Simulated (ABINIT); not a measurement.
The system is Co.

```xyz
2
Lattice="2.4874 0.0000 0.0000 -1.2437 2.1541 0.0000 0.0000 0.0000 4.0633" Properties=species:S:1:pos:R:3 pbc="T T T"
Co    0.0000    1.4361    3.0074
Co    1.2437    0.7180    1.0559
```

Base run:

| Quantity | Value |
| --- | --- |
| Program | ABINIT 10.8.3 (patched build) |
| Functional | PBEsol |
| Potentials or basis | JTH PAW PBE v2.0 |
| Cutoff | 707 eV |
| k mesh | 12 × 12 × 7 |
| Occupations | fermi-dirac, width 0.05 eV |
| Spin | collinear spin, ferromagnetic start |
| Starting moments | [2.0, 2.0] μB |

Its results: band gap on the k mesh none (metal or under the smearing width); pressure -8.5 GPa; net moment 3.26 μB per cell; site moments Co +1.70 μB; largest force 0.461 eV/Å.

Problem. The run is repeated on the same cell with these changes: k mesh from 12 × 12 × 7 to 10 × 10 × 6. What comes out?

Solution. Band gap on the k mesh none (metal or under the smearing width); pressure -8.1 GPa; net moment 3.32 μB per cell; site moments Co +1.73 μB; largest force 0.451 eV/Å.

Caveats: the PAW data sets were made with another functional, which shifts forces and pressure a little.
